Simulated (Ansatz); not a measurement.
# MoS2: energy along a strain

MoS2, P-6m2, a = 3.150 Å, c = 6.648 Å. This isn't the usual stable structure of the compound. Ansatz: PBE+D3(BJ), PAW, 420 eV, Γ-centred 12×12×4 mesh on 3 atoms, Gaussian smearing 0.05 eV; no spin polarisation. Cell vectors (Å): 3.150 0.000 0.000; -1.575 2.728 0.000; 0.000 0.000 6.648. The cell is strained by x per cent times the pattern (0 0 0 0 1 0) in the order xx yy zz yz xz xy (engineering shears), with fractional coordinates held. y is the free energy over the start, V0 = 19.038 Å³/atom. Symmetry makes y even in x.

| x (%) | y (meV/atom) |
| --- | --- |
| -4.00 | 11.94 |
| -2.00 | 2.98 |
| 0.00 | 0.00 |
| 0.50 | 0.19 |
| 1.00 | 0.74 |
| 1.50 | ? |
| 2.50 | 4.66 |
| 3.00 | 6.71 |
| 3.50 | 9.14 |

Problem. Fit y = c2 x² + c4 x⁴ to the other rows, get the stiffness along the pattern, and predict the missing energy.

Solution. Least squares on the rows shown. y = 0.7448 x² + 9.190×10⁻⁵ x⁴. The clamped-ion stiffness p·C·p = 2 × 7.448 eV × 160.2 / 19.038 Å³ = 125 GPa, which is C55 in these axes. At x = 1.50 the fit asked for gives 1.68 meV/atom. The run gave 1.68 meV/atom, the same to the digits shown.

Cost: 9 runs of about 0.51 core-minutes in all, on AMD EPYC 9R45 (Zen 5) (shared hosts).